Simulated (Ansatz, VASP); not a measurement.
## BAs in VASP and in Ansatz

Contents of INCAR:

```
PREC = Accurate ; ENCUT = 520
EDIFF = 1E-6 ; ISMEAR = -1
SIGMA = 0.02 ; LREAL = False
LASPH = True ; NELM = 60
ALGO = Normal ; ISIF = 2
LWAVE = False ; LCHARG = False
GGA = PE ; NBANDS = 11
```

File KPOINTS:

```
regular mesh
0
Gamma
  10 10 10
```

POSCAR

```
BAs
1.0
    0.0000000000      2.4875423082      2.4875423082
    2.4875423082      0.0000000000      2.4875423082
    2.4875423082      2.4875423082      0.0000000000
B As
1 1
Direct
    0.0000000000      0.0000000000      0.0000000000
    0.2500000000      0.2500000000      0.2500000000
```

Input for Ansatz:

```yaml
crystal:
  lattice:
    - [0.0, 2.4875423082, 2.4875423082]
    - [2.4875423082, 0.0, 2.4875423082]
    - [2.4875423082, 2.4875423082, 0.0]
  atoms:
    - { symbol: B, position: [0.0, 0.0, 0.0] }
    - { symbol: As, position: [0.25, 0.25, 0.25] }
kpoints:
  mp_grid: { grid: [10, 10, 10] }
  band_path:
    path:
      - [0.0, 0.0, 0.0]
      - [-0.5, -0.5, 0.0]
      - [-0.375, -0.375, 0.25]
      - [-0.375, 0.0, 0.375]
      - [0.0, 0.0, 0.5]
      - [-0.5, -0.25, 0.25]
      - [0.0, 0.393229, 0.393229]
    npoints: 1
hamiltonian:
  xc: pbe
scf:
  occupations: { method: fermi_dirac, width: 0.02 }
  n_extra_bands: 4
output:
  forces: true
  stress: true
  eigenvalues: true
  write_density: true
  write_potential: true
  elf: true
  volumetric_format: npy
```

Change from the starting cell: hydrostatic strain +4.0%.

Alike in both runs: task single point; functional PBE; k mesh 10 × 10 × 10; occupations fermi-dirac, width 0.02 eV; no spin polarisation.

|  | VASP | Ansatz |
| --- | --- | --- |
| version | VASP 6.6.1 | Ansatz 0.2.0 |
| potentials or method | VASP PAW PBE potentials, release 64 (B, As) | plane waves, PAW |
| plane-wave cutoff (eV) | 520 | 420 |
| valence electrons in the cell | 8 | 18 |

```tsv
	VASP	Ansatz	Ansatz less VASP
gap on the k mesh at the Fermi level (eV)	1.29	1.30	+0.006
pressure (GPa)	-10.5	-10.8	-0.35
```

The two sets of potentials don't hold the same shells in valence.

A k mesh can miss the band edges.
